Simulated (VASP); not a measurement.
## Zn: equation of state with PBE

Crystal: Zn.

```
Zn
1.0
     2.67000    0.00000    0.00000
    -1.33500    2.31229    0.00000
     0.00000    0.00000    4.96600
Zn
2
Direct
  0.66667 0.33333 0.75000
  0.33333 0.66667 0.25000
```

- Program: VASP 6.6.1
- Task: equation of state
- Functional: PBE
- Potentials or basis: VASP PAW PBE potentials, release 64 (Zn)
- Cutoff: 520 eV
- k mesh: 11 × 11 × 6
- Occupations: fermi-dirac, width 0.05 eV
- Spin: no spin polarisation

The equilibrium volume is 15.25 Å³/atom. The bulk modulus at fixed shape and positions is 74 GPa and the pressure derivative of the bulk modulus is 5.2.

Energy against volume, from the lowest point:
```
volume (Å³/atom)  energy (meV/atom)
          14.410              12.02
          14.716               4.62
          15.023               0.75
          15.330               0.00
          15.636               2.01
          15.943               6.45
          16.249              13.02
```

All runs of the series together: 3.6 min on 1 thread of Intel(R) Xeon(R) Platinum 8488C (Sapphire Rapids), on a shared host.

Caveat: the cell was scaled at fixed shape and fractional positions, which overstates the stiffness of a crystal with free parameters, most of all of layers and chains.
